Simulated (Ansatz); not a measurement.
PbSe in the zincblende structure (r2SCAN geometry), in Ansatz:

```cif
data_structure
_symmetry_space_group_name_H-M 'F-43m'
_symmetry_Int_Tables_number 216
_cell_length_a 6.8464
_cell_length_b 6.8464
_cell_length_c 6.8464
_cell_angle_alpha 90.000
_cell_angle_beta 90.000
_cell_angle_gamma 90.000
_cell_volume 320.91
loop_
_atom_site_label
_atom_site_type_symbol
_atom_site_symmetry_multiplicity
_atom_site_Wyckoff_symbol
_atom_site_fract_x
_atom_site_fract_y
_atom_site_fract_z
_atom_site_occupancy
Pb1 Pb 4 a 0.00000 0.00000 0.00000 1
Se1 Se 4 d 0.25000 0.25000 0.75000 1
```

G0W0@PBE with 439 empty bands, a screening cutoff of 180 eV and a 4×4×4 mesh (PAW, contour deformation) gives 1.116 eV over the mesh points, from a PBE gap of 0.620 eV; it sums over 454 bands with 459 plane waves in the screening and a wave cutoff of 420 eV. The G0W0 figures hold for the stated bands, cutoff and mesh and aren't extrapolated. (Calculated; spin-unpolarised; the phase may be known or hypothetical.)

Q: Another run gave a Kohn-Sham gap of 0.620 eV and a G0W0 gap of 0.977 eV, summing over 197 bands with 169 plane waves in the screening and a wave cutoff of 420 eV. What was changed?

A: Empty bands 182, screening cutoff 100 eV. The counts of bands and plane waves show it.

Q: Estimate the gap with empty bands 853, screening cutoff 260 eV.

A: 1.173 eV (+0.057 eV), from a Kohn-Sham gap of 0.620 eV.

Q: Estimate the gap with mesh 6×6×6, empty bands 130, screening cutoff 80 eV.

A: 1.054 eV (-0.062 eV), from a Kohn-Sham gap of 0.748 eV.

Q: Estimate the gap with starting point PBE0.

A: 1.503 eV (+0.387 eV), from a Kohn-Sham gap of 1.682 eV.

Spin-orbit coupling is left out; in compounds of Pb, Bi, Tl or Hg it can lower a gap by up to about 1 eV, split its edges or invert the bands.

The program warns that the k mesh is coarse for exact exchange in some of these runs, so their gaps aren't converged.
